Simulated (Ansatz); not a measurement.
# Ga2O3 (C2/m): the host for defect calculations, part 2 of 2

Aim: the runs on the perfect crystal Ga2O3 (C2/m) that a defect calculation needs first.

Ansatz 0.2.0; plane-wave PAW DFT, r2SCAN; relaxation of the host's cell and atoms; PAW set soft_1 (the session's first sound run).

So far. Step 3 (Dielectric tensors of the host): The principal values of the electronic dielectric tensor are 4.07, 4.18 and 4.18. The principal values of the static dielectric tensor are 10.77, 10.83 and 13.87.

## 4. Defect free supercell relaxed in its symmetry

This cell, the one that will hold the defects, is built from the relaxed host. Its coarser k-points can move the atoms a little, so it is relaxed from the symmetric sites, as the reference for the test of stability.

This step: plane-wave PAW DFT, r2SCAN; relaxation of the defect-free supercell in its symmetry; PAW set soft_1 (Ansatz 0.2.0).

System of this step: Ga2O3 (C2/m). The cell holds 120 atoms: 48 Ga and 72 O. Cell: a = 12.253 Å, b = 9.117 Å, c = 11.616 Å, α = 90.0°, β = 103.8°, γ = 90.0°.

pristine.symmetric/input.yaml reads:

```yaml
crystal:
  lattice:
    - [12.2531908311, 0.0, -0.0052300931]
    - [0.0, 9.1168828725, 0.0]
    - [-2.7669245884, 0.0, 11.2819048424]
  atoms:
    - { symbol: Ga, position: [0.3412914738, 0.0, 0.3427727843] }
    - { symbol: Ga, position: [0.8412914738, 0.1666666667, 0.3427727843] }
    - { symbol: Ga, position: [0.1587085262, 0.1666666667, 0.1572272157] }
    - { symbol: Ga, position: [0.6587085262, 0.0, 0.1572272157] }
    - { symbol: Ga, position: [0.4094760976, 0.1666666667, 0.102596351] }
    - { symbol: Ga, position: [0.9094760976, 0.0, 0.102596351] }
    - { symbol: Ga, position: [0.0905239024, 0.0, 0.397403649] }
    - { symbol: Ga, position: [0.5905239024, 0.1666666667, 0.397403649] }
    - { symbol: O, position: [0.0037459962, 0.1666666667, 0.3719018472] }
    - { symbol: O, position: [0.5037459962, 0.0, 0.3719018472] }
    - { symbol: O, position: [0.4962540038, 0.0, 0.1280981528] }
    - { symbol: O, position: [0.9962540038, 0.1666666667, 0.1280981528] }
    - { symbol: O, position: [0.3266685284, 0.1666666667, 0.2182381241] }
    - { symbol: O, position: [0.8266685284, 0.0, 0.2182381241] }
    - { symbol: O, position: [0.1733314716, 0.0, 0.2817618759] }
    - { symbol: O, position: [0.6733314716, 0.1666666667, 0.2817618759] }
    - { symbol: O, position: [0.1641900411, 0.0, 0.054559231] }
    - { symbol: O, position: [0.6641900411, 0.1666666667, 0.054559231] }
    - { symbol: O, position: [0.3358099589, 0.1666666667, 0.445440769] }
    - { symbol: O, position: [0.8358099589, 0.0, 0.445440769] }
    - { symbol: Ga, position: [0.3412914738, 0.0, 0.8427727843] }
    - { symbol: Ga, position: [0.8412914738, 0.1666666667, 0.8427727843] }
    - { symbol: Ga, position: [0.1587085262, 0.1666666667, 0.6572272157] }
    - { symbol: Ga, position: [0.6587085262, 0.0, 0.6572272157] }
    - { symbol: Ga, position: [0.4094760976, 0.1666666667, 0.602596351] }
    - { symbol: Ga, position: [0.9094760976, 0.0, 0.602596351] }
    - { symbol: Ga, position: [0.0905239024, 0.0, 0.897403649] }
    - { symbol: Ga, position: [0.5905239024, 0.1666666667, 0.897403649] }
    - { symbol: O, position: [0.0037459962, 0.1666666667, 0.8719018472] }
    - { symbol: O, position: [0.5037459962, 0.0, 0.8719018472] }
[... 84 atom lines left out ...]
    - { symbol: O, position: [0.1733314716, 0.6666666667, 0.7817618759] }
    - { symbol: O, position: [0.6733314716, 0.8333333333, 0.7817618759] }
    - { symbol: O, position: [0.1641900411, 0.6666666667, 0.554559231] }
    - { symbol: O, position: [0.6641900411, 0.8333333333, 0.554559231] }
    - { symbol: O, position: [0.3358099589, 0.8333333333, 0.945440769] }
    - { symbol: O, position: [0.8358099589, 0.6666666667, 0.945440769] }
basis:
  ecutwfc: 500
  xc_grid: 2
hamiltonian:
  xc: r2scan
  pseudopotentials: { kind: paw, azcp: { folder: soft_1 } }
kpoints:
  mp_grid: { grid: [1, 1, 1] }
scf:
  occupations: { method: fermi_dirac, width: 0.01 }
  max_iter: 100
  lower_state_search: "off"
output:
  forces: true
relax:
  f_tol: 0.015
  max_steps: 60
  escape_saddle: false
checkpoint:
  write: "../pristine.symmetric.run"
  compress: false
  write_wavefunctions: false
  write_every: 100000
```

Command:

```console
ansatz run input.yaml --threads 32 --pin off --max-ram 84787MiB --backend cuda --events-out ev --progress --plain --runs-dir out --max-vram 78GiB
```

Numbers of over 12 decimals in the logs are rounded to 6 here.

Output:

```text
[...]
Crystal: 120 atoms, lattice volume = 1260.180 Å³
Basis set: ecut = 500 eV, 32007 PW (Γ), exchange–correlation on 180×144×180 points (8 copies of the dense FFT grid, shifted against one another)
Bands: 648, of which v1, the nominal top of the filled ones, is band 528 counted from 1 (527 counted from 0)
Symmetry: 48 space group operations
[...]
k-points: 1
[...]
SCF iter   1: F=-222908.696957 eV  HF=-222958.150450 eV  |Δ(HF+E_count)|=         —  Δρ=1.32e-1  dr2=1.06e2  dr2_τ=7.99e0  Hψ=2439
[...]
SCF iter   4: F=-222932.849305 eV  HF=-222932.754993 eV  |Δ(HF+E_count)|=   7.00e-1  Δρ=4.76e-3  dr2=1.94e-1  dr2_τ=1.20e-2  Hψ=1002
[...]
SCF iter   9: F=-222932.911564 eV  HF=-222932.911565 eV  |Δ(HF+E_count)|=   1.61e-7  Δρ=1.26e-5  dr2=1.44e-6  dr2_τ=1.17e-7  Hψ=2138
SCF 1 converged in 9 iterations: F = -222932.911564 eV  dr2 = 1.44e-6
[...]
relax step   1: F+E_penalty+E_count = -222932.91156429 eV  Δ(F+E_penalty+E_count) = +0.000e0 eV  max|allowed force component| = 2.315e-2 eV/Å  Δτ_max = 0.0000 Å  (9 SCF iters, dr2 threshold 5.63e-6 eV, accepted)
[...]
relax step   2: F+E_penalty+E_count = -222932.91276232 eV  Δ(F+E_penalty+E_count) = -1.198e-3 eV  max|allowed force component| = 1.579e-2 eV/Å  Δτ_max = 0.0021 Å  (6 SCF iters, accepted)
[...]
SCF iter   1: F=-222932.910872 eV  HF=-222932.910553 eV  |Δ(HF+E_count)|=         —  Δρ=3.32e-4  dr2=5.00e-4  dr2_τ=9.15e-3  Hψ=1251
[...]
SCF iter   2: F=-222932.909640 eV  HF=-222932.909658 eV  |Δ(HF+E_count)|=   8.95e-4  Δρ=1.67e-4  dr2=1.58e-4  dr2_τ=1.04e-5  Hψ=1243
[...]
SCF iter   6: F=-222932.913555 eV  HF=-222932.913556 eV  |Δ(HF+E_count)|=   1.42e-7  Δρ=1.61e-6  dr2=2.60e-8  dr2_τ=1.61e-9  Hψ=1906
SCF 3 converged in 6 iterations: F = -222932.913555 eV  dr2 = 2.60e-8
relax step   3: F+E_penalty+E_count = -222932.91355549 eV  Δ(F+E_penalty+E_count) = -7.932e-4 eV  max|allowed force component| = 6.292e-3 eV/Å  Δτ_max = 0.0023 Å  (6 SCF iters, accepted)
[...]
SCF iter   1: F=-222932.913555 eV  HF=-222932.913555 eV  |Δ(HF+E_count)|=         —  Δρ=1.61e-6  dr2=2.60e-8  dr2_τ=1.61e-9  Hψ=2567
[...]
SCF iter   2: F=-222932.913555 eV  HF=-222932.913555 eV  |Δ(HF+E_count)|=   5.47e-9  Δρ=6.51e-7  dr2=7.08e-9  dr2_τ=3.89e-10  Hψ=1680
SCF 4 converged in 2 iterations: F = -222932.913555 eV  dr2 = 7.08e-9
SCF converged after 2 iterations
Free energy (F): -222932.913555 eV
[...]
Internal energy: -222932.913555 eV  (E = F + TS)
E sigma→0 (E₀):  -222932.913555 eV
Fermi energy:    9.187107 eV
[...]
--- Forces (eV/Å), atoms counted from 1 ---
  atom   1  Ga    -0.00575980    -0.00000000     0.00432374
  atom   2  Ga    -0.00575980    -0.00000000     0.00432374
  atom   3  Ga     0.00575980     0.00000000    -0.00432374
  atom   4  Ga     0.00575980     0.00000000    -0.00432374
  atom   5  Ga     0.00285578    -0.00000000     0.00030661
  atom   6  Ga     0.00285578     0.00000000     0.00030661
  [... 114 more lines of this table ...]
  max |Σ_I F_I| component: 7.81e-18 eV/Å
--- Relaxed structure (3 steps of the walk, 3 accepted, 0 SCFs on fresh bases) ---
  F+E_penalty+E_count = -222932.91355549 eV   max|allowed force component| = 6.292e-3 eV/Å
  atoms:
    - { symbol: Ga, position: [0.341344, 0, 0.342737] }
    - { symbol: Ga, position: [0.841344, 0.166667, 0.342737] }
    - { symbol: Ga, position: [0.158656, 0.166667, 0.157263] }
    - { symbol: Ga, position: [0.658656, 0, 0.157263] }
    - { symbol: Ga, position: [0.409527, 0.166667, 0.102585] }
    - { symbol: Ga, position: [0.909527, 0, 0.102585] }
  [... 114 more lines of this table ...]
```

It took 4.1 s on 1 × NVIDIA GB200 with 32 threads of Arm Neoverse V2, shared host; peak memory 1.4 GiB.

Hardly anything moved in the relaxation; the energy changed by under 0.2 meV an atom.

## 5. Defect free supercell relaxed from displaced atoms

This step: plane-wave PAW DFT, r2SCAN; relaxation of the defect-free supercell from random displacements, a test of the host's stability; PAW set soft_1 (Ansatz 0.2.0).

pristine.rattled/input.yaml, as its differences from pristine.symmetric/input.yaml of step 4:

```diff
@@ -59,6 +59,6 @@
   f_tol: 0.015
-  max_steps: 60
-  escape_saddle: false
+  max_steps: 120
+  random_displacement: { amplitude: 0.06, seed: 8372 }
 checkpoint:
-  write: "../pristine.symmetric.run"
+  write: "../pristine.rattled.run"
   compress: false
```

Output:

```text
[...]
Crystal: 120 atoms, lattice volume = 1260.180 Å³
Basis set: ecut = 500 eV, 32007 PW (Γ), exchange–correlation on 180×144×180 points (8 copies of the dense FFT grid, shifted against one another)
Bands: 648, of which v1, the nominal top of the filled ones, is band 528 counted from 1 (527 counted from 0)
Symmetry: 1 space group operations
k-points: 1
[...]
SCF iter   1: F=-222904.583442 eV  HF=-222954.570745 eV  |Δ(HF+E_count)|=         —  Δρ=1.32e-1  dr2=1.07e2  dr2_τ=8.10e0  Hψ=2439
[...]
SCF iter   3: F=-222928.077276 eV  HF=-222929.758654 eV  |Δ(HF+E_count)|=    3.52e0  Δρ=1.67e-2  dr2=2.42e0  dr2_τ=1.09e-1  Hψ=1009
[...]
SCF 1 converged in 9 iterations: F = -222929.224534 eV  dr2 = 1.62e-6
[...]
relax step   1: F+E_penalty+E_count = -222929.22453435 eV  Δ(F+E_penalty+E_count) = +0.000e0 eV  max|allowed force component| = 2.331e0 eV/Å  Δτ_max = 0.0000 Å  (9 SCF iters, dr2 threshold 5.63e-6 eV, accepted)
[...]
relax step   2: F+E_penalty+E_count = -222931.79110426 eV  Δ(F+E_penalty+E_count) = -2.567e0 eV  max|allowed force component| = 1.416e0 eV/Å  Δτ_max = 0.0746 Å  (6 SCF iters, dr2 threshold 1.00e-4 eV, accepted)
relax step   3: F+E_penalty+E_count = -222932.91227674 eV  Δ(F+E_penalty+E_count) = -1.121e0 eV  max|allowed force component| = 2.479e-2 eV/Å  Δτ_max = 0.0568 Å  (6 SCF iters, dr2 threshold 1.00e-4 eV, accepted)
relax step   4: F+E_penalty+E_count = -222932.91230589 eV  Δ(F+E_penalty+E_count) = -2.915e-5 eV  max|allowed force component| = 2.476e-2 eV/Å  Δτ_max = 0.0000 Å  (5 SCF iters, accepted)
[...]
SCF iter   2: F=-222932.909111 eV  HF=-222932.909269 eV  |Δ(HF+E_count)|=   1.11e-3  Δρ=4.75e-4  dr2=9.17e-4  dr2_τ=3.06e-5  Hψ=1212
[...]
SCF iter   7: F=-222932.913705 eV  HF=-222932.913705 eV  |Δ(HF+E_count)|=   8.48e-8  Δρ=2.70e-6  dr2=7.35e-8  dr2_τ=3.59e-9  Hψ=1911
SCF 5 converged in 7 iterations: F = -222932.913705 eV  dr2 = 7.35e-8
relax step   5: F+E_penalty+E_count = -222932.91370484 eV  Δ(F+E_penalty+E_count) = -1.399e-3 eV  max|allowed force component| = 1.643e-3 eV/Å  Δτ_max = 0.0068 Å  (7 SCF iters, accepted)
[...]
SCF iter   1: F=-222932.913705 eV  HF=-222932.913705 eV  |Δ(HF+E_count)|=         —  Δρ=2.70e-6  dr2=7.35e-8  dr2_τ=3.60e-9  Hψ=2571
[...]
SCF iter   2: F=-222932.913705 eV  HF=-222932.913705 eV  |Δ(HF+E_count)|=   8.82e-9  Δρ=1.35e-6  dr2=2.09e-8  dr2_τ=7.02e-10  Hψ=1661
SCF 6 converged in 2 iterations: F = -222932.913705 eV  dr2 = 2.09e-8
SCF converged after 2 iterations
Free energy (F): -222932.913705 eV
[...]
Internal energy: -222932.913705 eV  (E = F + TS)
E sigma→0 (E₀):  -222932.913705 eV
Fermi energy:    9.187228 eV
[...]
--- Forces (eV/Å), atoms counted from 1 ---
  atom   1  Ga    -0.00049050     0.00007690     0.00077578
  atom   2  Ga    -0.00082038    -0.00049376     0.00050318
  atom   3  Ga     0.00064534    -0.00016141    -0.00024303
  atom   4  Ga    -0.00022325     0.00063873    -0.00026035
  atom   5  Ga    -0.00004573     0.00002423     0.00017789
  atom   6  Ga    -0.00004943     0.00050533    -0.00064260
  [... 114 more lines of this table ...]
  max |Σ_I F_I| component: 4.40e-3 eV/Å
--- Relaxed structure (5 steps of the walk, 5 accepted, 0 SCFs on fresh bases) ---
  F+E_penalty+E_count = -222932.91370484 eV   max|allowed force component| = 1.643e-3 eV/Å
  atoms:
    - { symbol: Ga, position: [0.340828, 4.98473466493525e-5, 0.342394] }
    - { symbol: Ga, position: [0.840835, 0.166725, 0.342417] }
    - { symbol: Ga, position: [0.158272, 0.166707, 0.156784] }
    - { symbol: Ga, position: [0.658276, 4.335098866437374e-5, 0.156801] }
    - { symbol: Ga, position: [0.409147, 0.166713, 0.102240] }
    - { symbol: Ga, position: [0.909146, 3.263224072815219e-5, 0.102253] }
  [... 114 more lines of this table ...]
```

It took 6.2 s on 1 × NVIDIA GB200 with 32 threads; peak memory 1.3 GiB.

Step by step:

```tsv
step	energy less that of the first step (eV)	largest force component (eV/Å)
1	0.0000	2.3312
2	-2.5666	1.4164
3	-3.6877	0.0248
4	-3.6878	0.0248
5	-3.6892	0.0016
```

The relaxation ends 31 meV an atom lower than the displaced start, with a largest force component of 0.0016 eV/Å.

## 6. Host on a dense mesh

This step: plane-wave PAW DFT, r2SCAN; single point of the defect-free host, a test of the k-point sampling; PAW set soft_1 (Ansatz 0.2.0).

System of this step: Ga2O3 (C2/m). It takes space group C2/m (No. 12, monoclinic). Conventional cell: a = 12.253 Å, b = 3.039 Å, c = 5.808 Å, α = 90.00°, β = 103.80°, γ = 90.00°. Nearest to Ga lie 6 O at 1.94 to 2.08 Å. Nearest to Ga lie 4 O at 1.83 to 1.87 Å. O has 3 Ga at 1.84 to 1.94 Å nearest. O has 4 Ga at 1.87 to 2.08 Å nearest. Nearest to O lie 3 Ga at 1.83 to 1.94 Å. Farther neighbours and most contacts between anions are not listed.

dense/input.yaml reads:

```yaml
crystal:
  lattice:
    - [6.1265954155, -1.5194804787, -0.0026150466]
    - [6.1265954155, 1.5194804787, -0.0026150466]
    - [-1.3834622942, 0.0, 5.6409524212]
  atoms:
    - { symbol: Ga, position: [0.3412914738, 0.3412914738, 0.6855455686] }
    - { symbol: Ga, position: [0.6587085262, 0.6587085262, 0.3144544314] }
    - { symbol: Ga, position: [0.9094760976, 0.9094760976, 0.2051927019] }
    - { symbol: Ga, position: [0.0905239024, 0.0905239024, 0.7948072981] }
    - { symbol: O, position: [0.5037459962, 0.5037459962, 0.7438036944] }
    - { symbol: O, position: [0.4962540038, 0.4962540038, 0.2561963056] }
    - { symbol: O, position: [0.8266685284, 0.8266685284, 0.4364762482] }
    - { symbol: O, position: [0.1733314716, 0.1733314716, 0.5635237518] }
    - { symbol: O, position: [0.1641900411, 0.1641900411, 0.1091184621] }
    - { symbol: O, position: [0.8358099589, 0.8358099589, 0.8908815379] }
basis:
  ecutwfc: 500
  xc_grid: 2
hamiltonian:
  xc: r2scan
  pseudopotentials: { kind: paw, azcp: { folder: soft_1 } }
kpoints:
  mp_grid: { grid: [9, 9, 5] }
scf:
  occupations: { method: fermi_dirac, width: 0.01 }
  max_iter: 100
  lower_state_search: "off"
checkpoint:
  write: "../dense.run"
  compress: false
  write_wavefunctions: false
  write_every: 100000
```

Output:

```text
[...]
device memory: the entry about to start is reckoned to put 11.0 GiB on a device that reports 167.0 GiB free (of which the cap on the GPU budget leaves the run 78.0 GiB)
GPU FFT provider: cuFFT
GPU libraries: cuBLAS 13.8.1, cuFFT 12.4.0, cuSOLVER 12.3.2
GPU matrix products: emulated (plane waves: as basis.precision tells), large ones in fixed point in workspaces of 1.00 GiB
Crystal: 10 atoms, lattice volume = 105.015 Å³
Basis set: ecut = 500 eV, 2667 PW (Γ), FFT grids on a1−a2, a2, a3, exchange–correlation on 48×96×90 points (8 copies of the dense FFT grid, shifted against one another)
Bands: 54, of which v1, the nominal top of the filled ones, is band 44 counted from 1 (43 counted from 0)
Symmetry: 4 space group operations
[...]
k-points: 115 of 405
[...]
GPU buffer pool allocated for 51840 grid points (all kernels)
GPU transforms: local potential: pruned to the plane-wave sphere, on 24×45×45; band sums: pruned to the plane-wave sphere, on 24×48×45
[...]
SCF iter   1: F=-18575.891861 eV  HF=-18579.957279 eV  |Δ(HF+E_count)|=         —  Δρ=1.31e-1  dr2=8.72e0  dr2_τ=6.54e-1  Hψ=22151
[...]
SCF iter  10: F=-18577.871086 eV  HF=-18577.871086 eV  |Δ(HF+E_count)|=   2.53e-8  Δρ=6.68e-6  dr2=3.19e-8  dr2_τ=2.63e-9  Hψ=14499
SCF 1 converged in 10 iterations: F = -18577.871086 eV  dr2 = 3.19e-8
[...]
SCF converged after 10 iterations
Free energy (F): -18577.871086 eV
[...]
Internal energy: -18577.871086 eV  (E = F + TS)
E sigma→0 (E₀):  -18577.871086 eV
Fermi energy:    9.184432 eV
[...]
```

It took 1.8 s on 1 × NVIDIA GB200 with 32 threads; peak memory 0.92 GiB; 4.7 s of CPU time.

## 7. Defect free supercell at the zone centre

The supercell is run at the zone centre, to see how far that sampling misses the dense mesh.

System of this step: Ga2O3 (C2/m). The cell holds 120 atoms: 48 Ga and 72 O. Its edges and angles: a = 12.253 Å, b = 9.117 Å, c = 11.616 Å, α = 90.0°, β = 103.8°, γ = 90.0°.

pristine.sampling_gamma/input.yaml, as its differences from pristine.rattled/input.yaml of step 5:

```diff
@@ -55,10 +55,4 @@
   lower_state_search: "off"
-output:
-  forces: true
-relax:
-  f_tol: 0.015
-  max_steps: 120
-  random_displacement: { amplitude: 0.06, seed: 8372 }
 checkpoint:
-  write: "../pristine.rattled.run"
+  write: "../pristine.sampling_gamma.run"
   compress: false
```

Output:

```text
[...]
GPU FFT provider: cuFFT
GPU libraries: cuBLAS 13.8.1, cuFFT 12.4.0, cuSOLVER 12.3.2
[...]
Crystal: 120 atoms, lattice volume = 1260.180 Å³
Basis set: ecut = 500 eV, 32007 PW (Γ), exchange–correlation on 180×144×180 points (8 copies of the dense FFT grid, shifted against one another)
Bands: 648, of which v1, the nominal top of the filled ones, is band 528 counted from 1 (527 counted from 0)
Symmetry: 48 space group operations
[...]
k-points: 1
[...]
GPU buffer pool allocated for 583200 grid points (all kernels)
GPU transforms: local potential and band sums: pruned to the plane-wave sphere, on 90×72×90
[...]
SCF iter   1: F=-222908.696953 eV  HF=-222958.150455 eV  |Δ(HF+E_count)|=         —  Δρ=1.32e-1  dr2=1.06e2  dr2_τ=7.99e0  Hψ=2439
[...]
SCF iter  11: F=-222932.911565 eV  HF=-222932.911565 eV  |Δ(HF+E_count)|=   2.53e-7  Δρ=2.34e-6  dr2=5.34e-8  dr2_τ=5.23e-9  Hψ=1679
SCF 1 converged in 11 iterations: F = -222932.911565 eV  dr2 = 5.34e-8
[...]
SCF converged after 11 iterations
Free energy (F): -222932.911565 eV
[...]
Internal energy: -222932.911565 eV  (E = F + TS)
E sigma→0 (E₀):  -222932.911565 eV
Fermi energy:    9.186036 eV
[...]
```

Wall time 1.9 s (1 × NVIDIA GB200 with 32 threads); peak memory 1.2 GiB; 4.2 s of CPU time.

## 8. Defect free supercell at the quarter point

The supercell is run at one point off the zone centre, to see how far that sampling misses the dense mesh.

pristine.sampling_quarter/input.yaml, as its differences from pristine.sampling_gamma/input.yaml of step 7:

```diff
@@ -50,3 +50,3 @@
 kpoints:
-  mp_grid: { grid: [1, 1, 1] }
+  mp_grid: { grid: [1, 1, 1], shift: [0.25, 0.25, 0.25] }
 scf:
@@ -56,3 +56,3 @@
 checkpoint:
-  write: "../pristine.sampling_gamma.run"
+  write: "../pristine.sampling_quarter.run"
   compress: false
```

Output:

```text
[...]
GPU FFT provider: cuFFT
GPU libraries: cuBLAS 13.8.1, cuFFT 12.4.0, cuSOLVER 12.3.2
[...]
Crystal: 120 atoms, lattice volume = 1260.180 Å³
Basis set: ecut = 500 eV, 32007 PW (Γ), exchange–correlation on 180×144×180 points (8 copies of the dense FFT grid, shifted against one another)
Bands: 648, of which v1, the nominal top of the filled ones, is band 528 counted from 1 (527 counted from 0)
Symmetry: 24 space group operations
k-points: 1
[...]
GPU buffer pool allocated for 583200 grid points (all kernels)
[...]
SCF iter   1: F=-222910.753962 eV  HF=-222959.488676 eV  |Δ(HF+E_count)|=         —  Δρ=1.31e-1  dr2=1.05e2  dr2_τ=7.83e0  Hψ=2175
[...]
SCF iter  11: F=-222934.473107 eV  HF=-222934.473107 eV  |Δ(HF+E_count)|=   2.10e-7  Δρ=2.36e-6  dr2=5.37e-8  dr2_τ=5.49e-9  Hψ=1637
SCF 1 converged in 11 iterations: F = -222934.473107 eV  dr2 = 5.37e-8
[...]
SCF converged after 11 iterations
Free energy (F): -222934.473107 eV
[...]
Internal energy: -222934.473107 eV  (E = F + TS)
E sigma→0 (E₀):  -222934.473107 eV
Fermi energy:    9.592186 eV
[...]
```

The job ended after 2 s (1 × NVIDIA GB200 with 32 threads; peak memory 1.4 GiB).

## 9. What came out

* primitive cell vectors, lengths: 6.312, 6.312, 5.808 Å
* electronic dielectric constant: principal values (4.07, 4.18, 4.18)
* static dielectric constant: principal values (10.77, 10.83, 13.87)
* gap on the k-mesh of the response run (PBEsol): 2.29 eV
* supercell relaxed in its symmetry less the displaced and relaxed one: 0.000 eV
* energy an atom at the zone centre alone less that on the dense mesh: 0.013 eV
* energy an atom at one point at (¼, ¼, ¼) less that on the dense mesh: 0.000 eV

**Reading.** Step 5: The energy fell by 3.689 eV from the randomly displaced start; the atoms end within 0.005 Å of the sites as typed, once the mean shift is taken out. The displaced cell ends within 0.01 eV of the symmetric one relaxed in its symmetry, so no lower structure shows in this supercell. The k-mesh can miss the band edges, so this gap is an upper bound at this level. All at zero temperature.

[Logs are printed without paths, hosts, clocks, repeated set-up lines and the standing remarks that a program may print on its own settings, such as how far it seeks lower states.]

[Hosts, paths, dates, database ids (printed as entryN), source tags and the programs' standing remarks are cut or masked in the printed files.]

[Runs of the host that timed out are not shown.]

[For some hosts the program warned that the k-mesh of the response run may be too coarse for force constants and the static dielectric constant; such warnings are not always shown.]

[The program warned that the k-mesh of a response run behind this text may be too coarse: force constants, and the static dielectric constant and all else formed from them, are not shown converged.]
